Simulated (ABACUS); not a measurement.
Fe2O3 (Hematite):

```
Fe O
1.0
     2.51900    1.45435    4.59067
    -2.51900    1.45435    4.59067
     0.00000   -2.90869    4.59067
Fe O
4 6
Direct
  0.35530 0.35530 0.35530
  0.14470 0.14470 0.14470
  0.64470 0.64470 0.64470
  0.85530 0.85530 0.85530
  0.55590 0.25000 0.94410
  0.25000 0.94410 0.55590
  0.94410 0.55590 0.25000
  0.44410 0.75000 0.05590
  0.75000 0.05590 0.44410
  0.05590 0.44410 0.75000
```

- Program: ABACUS 3.10.1
- Task: single point
- Functional: PBE
- Potentials or basis: PseudoDojo NC SR 0.4.1 PBE standard
- Cutoff: 1225 eV
- Density cutoff: 4898 eV
- Basis: plane waves
- k mesh: 7 × 7 × 7
- Occupations: fermi-dirac, width 0.05 eV
- Spin: collinear spin, ferromagnetic start
- Starting moments: [3.0, 3.0, 3.0, 3.0, 0.0, 0.0, 0.0, 0.0, 0.0, 0.0] μB

On this cell: pressure 2.0 GPa; largest force 0.544 eV/Å; net moment 16.67 μB per cell; band gap on the k mesh none (metal or under the smearing width).

The same run follows on a disturbed copy (atoms moved at random, drawn with an rms of 0.05 Å):

```
CELL_PARAMETERS angstrom
2.51900 1.45435 4.59067
-2.51900 1.45435 4.59067
0.00000 -2.90869 4.59067
ATOMIC_POSITIONS crystal
Fe 0.35748 0.36364 0.34694
Fe 0.14899 0.14743 0.14017
Fe 0.63423 0.64721 0.64980
Fe 0.83612 0.86418 0.86341
O 0.56583 0.24237 0.94788
O 0.25727 0.93766 0.55253
O 0.95088 0.54605 0.25112
O 0.45121 0.75136 0.05357
O 0.75648 0.06038 0.44759
O 0.06309 0.43840 0.74811
```

Task: What does the disturbed cell give?

Result: The energy (extrapolated to zero smearing) moves by +11.8 meV/atom; pressure 2.5 GPa; largest force 1.432 eV/Å; net moment 16.61 μB per cell; band gap on the k mesh none (metal or under the smearing width).

Forces on the atoms (eV/Å):
```
Fe   0.309 -0.472 -0.550
Fe  -0.205 -0.224  0.560
Fe   0.373  0.570  0.597
Fe   1.225  0.460 -0.581
O   -0.488 -0.093  0.404
O   -0.272 -0.286 -0.136
O   -0.412  0.231  0.180
O   -0.138 -0.101 -0.085
O   -0.373 -0.099 -0.442
O   -0.019  0.014  0.053
```

Stress tensor (GPa, compression positive):
```
 3.26 -0.03 -1.64
-0.03  2.94  1.46
-1.64  1.46  1.43
```

Caveats: semilocal functionals often make such compounds metallic where correlation or magnetic order opens a gap, which also shifts bond lengths; only a ferromagnetic start was run, and an antiferromagnetic order may lie lower in energy.
